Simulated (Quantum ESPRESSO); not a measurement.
**Sn under changes of volume**

One of the cells (27.353 Å³/atom); the others are scaled copies at fixed shape and fractional positions:

```
Sn
1.0
    -2.02919    2.02919    1.66076
     2.02919   -2.02919    1.66076
     2.02919    2.02919   -1.66076
Sn
1
Cartesian
  0.0000 0.0000 0.0000
```

This isn't the form of Sn at room conditions, which is tetragonal (white tin).

* Program: Quantum ESPRESSO 7.5
* Functional: PBEsol
* Potentials or basis: GBRV 1.5 PBEsol
* Cutoff: 925 eV
* Density cutoff: 7401 eV
* k mesh: 10 × 10 × 10
* Occupations: fermi-dirac, width 0.05 eV
* Spin: no spin polarisation

```csv
volume (Å³/atom),energy over the lowest point (meV/atom),pressure (GPa)
25.712,2.17,1.1
26.259,0.00,-0.1
26.806,1.82,-1.2
27.353,?,?
27.901,15.35,-3.0
28.448,26.31,-3.8
28.995,39.67,-4.4
```

Question: What does the run at 27.353 Å³/atom give?

Answer: Energy over the lowest point 7.07 meV/atom; pressure -2.2 GPa.

Worked out: A Birch-Murnaghan fit of order 3 (a polynomial in V^(-2/3)) to the other rows has its minimum at 26.27 Å³/atom with B0 = V·E''(V) = 55 GPa and B' = 5.0 at fixed shape and positions, which overstates the stiffness. It gives 7.04 meV/atom at 27.353 Å³/atom, against the run's 7.07, and -dE/dV = -2.0 GPa, against -2.2.

Energies are extrapolated to zero smearing.
